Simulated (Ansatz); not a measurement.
Band structure of Sb

```
CELL_PARAMETERS angstrom
3.36900 0.00000 0.00000
-1.68450 2.91764 0.00000
0.00000 0.00000 5.33000
ATOMIC_POSITIONS crystal
Sb 0.33333 0.66667 0.25000
Sb 0.66667 0.33333 0.75000
```

Atom numbers follow the list: Sb1, Sb2.

The cell is COD entry 1539203, as deposited and not checked against the literature; nothing was relaxed.

Spin–orbit coupling is left out, though it moves levels of the heavy atoms by tenths of an eV or more.

All numbers below come from DFT, PBE, all-electron LAPW, scalar-relativistic in Ansatz 0.2.0.

The runs use a Γ-centred 12×12×7 k mesh, Fermi–Dirac smearing of 0.05 eV, basis error target 0.5 meV/atom, no spin polarisation.

Points in fractions of the reciprocal vectors of this cell: Γ (0, 0, 0), M (0.5, 0, 0), K (0.333, 0.333, 0), A (0, 0, 0.5), L (0.5, 0, 0.5), H (0.333, 0.333, 0.5). The path joins them by straight lines in the order Γ–M–K–Γ–A–L–H–A–L; legs that retrace an earlier one aren't tabulated. Energies are in eV from the Fermi level.

(1) List the levels at H between -14 and 3.5 eV.

(2) List the levels at A between -14 and 3.5 eV.

(3) List the levels at K between -14 and 3.5 eV.

(4) What is the band gap?

Answers

(1) -7.97 (×2), -4.51 (×2), -3.35 (×2), 3.37 (×2).

(2) -11.85 (×2), -0.46 (×2).

(3) -8.35 (×2), -4.68, -2.08 (×2), -0.89 (×3).

(4) none: bands cross the Fermi level, a metal.
